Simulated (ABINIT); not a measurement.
The system is SrO.

```xyz
2
Lattice="0.0000 2.5663 2.5663 2.5663 0.0000 2.5663 2.5663 2.5663 0.0000" Properties=species:S:1:pos:R:3 pbc="T T T"
Sr    2.5663    2.5663    2.5663
O     0.0000    0.0000    0.0000
```

Base run:

```yaml
Program: ABINIT 10.8.3 (patched build)
Functional: SOGGA
Potentials_or_basis: JTH PAW PBE v2.0
Cutoff: 626 eV
k_mesh: 9 × 9 × 9
Occupations: fermi-dirac, width 0.05 eV
Spin: spin-orbit coupling, no magnetisation
```

Its results: band gap on the k mesh 3.19 eV, indirect (least direct gap 3.25 eV); pressure -1.2 GPa.

Q: After a change of settings the same cell gave: band gap on the k mesh 3.37 eV, indirect (least direct gap 3.43 eV); pressure 2.7 GPa. Which change was it?
A. functional from SOGGA to LDA; potentials or basis from JTH PAW PBE v2.0 to JTH PAW LDA v2.0
B. functional from SOGGA to PBEsol; spin from spin-orbit coupling, no magnetisation to no spin polarisation
C. functional from SOGGA to AM05
D. functional from SOGGA to BP86

A: D.

Caveats: the PAW data sets were made with another functional, which shifts forces and pressure a little.
